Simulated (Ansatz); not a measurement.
Mn (alpha)

Level of theory: DFT, r²SCAN, scalar-relativistic, collinear spin; plane waves to 500 eV with PAW datasets (Ansatz 0.2.0), Γ-centred 4×4×4 mesh, 0.05 eV Gaussian smearing; PAW files: Ansatz's generated set soft_2.

```
Mn
1.0
    -4.70169    4.70169    4.70169
     4.70169   -4.70169    4.70169
     4.70169    4.70169   -4.70169
Mn
29
Direct
  0.00000 0.00000 0.00000
  0.34893 0.34893 0.34893
  0.00000 0.00000 0.65107
  0.00000 0.65107 0.00000
  0.65107 0.00000 0.00000
  0.19335 0.80738 0.80738
  0.00000 0.38597 0.19262
  0.00000 0.19262 0.38597
  0.80665 0.61403 0.61403
  0.80738 0.19335 0.80738
  0.38597 0.00000 0.19262
  0.61403 0.80665 0.61403
  0.19262 0.00000 0.38597
  0.80738 0.80738 0.19335
  0.61403 0.61403 0.80665
  0.38597 0.19262 0.00000
  0.19262 0.38597 0.00000
  0.71657 0.31625 0.31625
  0.00000 0.40032 0.68375
  0.00000 0.68375 0.40032
  0.28343 0.59968 0.59968
  0.31625 0.71657 0.31625
  0.40032 0.00000 0.68375
  0.59968 0.28343 0.59968
  0.68375 0.00000 0.40032
  0.31625 0.31625 0.71657
  0.59968 0.59968 0.28343
  0.40032 0.68375 0.00000
  0.68375 0.40032 0.00000
```

Magnetic state: ferrimagnetic, site spin moments Mn 4.13, 3.89, -3.42, 3.38 μB.

Task: Which orbitals carry the states at the Fermi level, and how many states are there?

Result: Within 0.1 eV of it: Mn 3d 92 %, Mn 4s 8 % (shares among the projected shells). The Fermi level sits on a steep edge: the density of states is 12.8, 17.2 and 23.6 states/eV per cell at −0.1, 0 and +0.1 eV.

Density of states (tetrahedra, averaged over 0.5 eV; states/eV per cell of 29 atoms; energy in eV from the Fermi level; projections on Löwdin-orthogonalised atomic orbitals, summed over sites):

```
    E  total  Mn 3d up  Mn 3d down  Mn 4s  Mn 3p
-5.60    8.1       1.2         1.0    5.7    0.1
-5.10   21.2       7.4         5.9    7.5    0.1
-4.60   45.5      17.7        21.3    5.9    0.1
-4.10   63.7      31.2        28.8    2.6    0.1
-3.60   43.6      25.7        14.4    2.4    0.1
-3.10   63.1      29.3        28.9    3.4    0.1
-2.60   37.9      24.5        10.5    2.2    0.0
-2.10   31.9      22.9         4.8    3.2    0.0
-1.60   18.3       7.3         5.6    3.7    0.0
-1.10   23.7       9.0         6.8    3.9    0.0
-0.60   21.4       5.2        10.9    2.1    0.0
-0.10   16.3       5.3         7.7    1.2    0.0
 0.40   47.6      23.7        18.0    2.4    0.0
 0.90   31.4       9.1        19.2    1.2    0.0
 1.40   35.3      15.3        16.7    1.2    0.0
 1.90   43.1      20.6        19.4    1.3    0.0
 2.40   38.3      11.4        23.5    1.7    0.0
 2.90   37.5       9.4        22.7    2.3    0.0
 3.40   15.3       3.2         7.2    2.2    0.0
 3.90    9.1       1.3         3.6    1.8    0.0
 4.40    5.7       1.1         1.0    1.3    0.0
 4.90    9.4       1.1         1.8    2.3    0.0
```

The run wasn't fully tested for a lower electronic state. Site moments are of spin, integrated over atomic spheres. The antiparallel order was set by the start and isn't a prediction.
